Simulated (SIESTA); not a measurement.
GaN:

```xyz
4
Lattice="3.1800 0.0000 0.0000 -1.5900 2.7540 0.0000 0.0000 0.0000 5.1660" Properties=species:S:1:pos:R:3 pbc="T T T"
Ga    1.5900    0.9180    2.5830
Ga    0.0000    1.8360    0.0000
N     1.5900    0.9180    4.5203
N     0.0000    1.8360    1.9373
```

Base run:

| Property | Result |
| --- | --- |
| Program | SIESTA 5.4.2 |
| Functional | PBE |
| Potentials or basis | PseudoDojo 0.4 standard (PBE files) |
| Basis | DZP (energy shift 0.002 Ry; radii capped at 9.5 bohr) |
| Grid cutoff | 800 Ry |
| Energy shift | 0.002 Ry |
| k mesh | 10 × 10 × 5 |
| Occupations | fermi-dirac, width 0.05 eV |
| Spin | no spin polarisation |

Its results: band gap on the k mesh 1.99 eV, direct; pressure 11.3 GPa; largest force 0.131 eV/Å.

**Question.** The run is repeated on the same cell with these changes: potentials or basis from PseudoDojo 0.4 standard (PBE files) to PseudoDojo 0.4 stringent (PBE files); valence electrons from 36 to 52. What comes out?

**Answer.** Band gap on the k mesh 2.57 eV, direct; pressure 5.3 GPa; largest force 0.156 eV/Å.

Caveats: semicore shells carry a single zeta, which can move pressures by several GPa and volumes by a few percent; the basis of atomic orbitals isn't converged, which shifts pressures, moduli and gaps; an odd mesh through Γ misses points on the zone boundary, where band edges often lie (some runs); the valence orbitals were made in a potential fitted to the semicore shell under them, which widens gaps by tenths of an eV or more (some runs).

Not every run made on this cell is shown here.
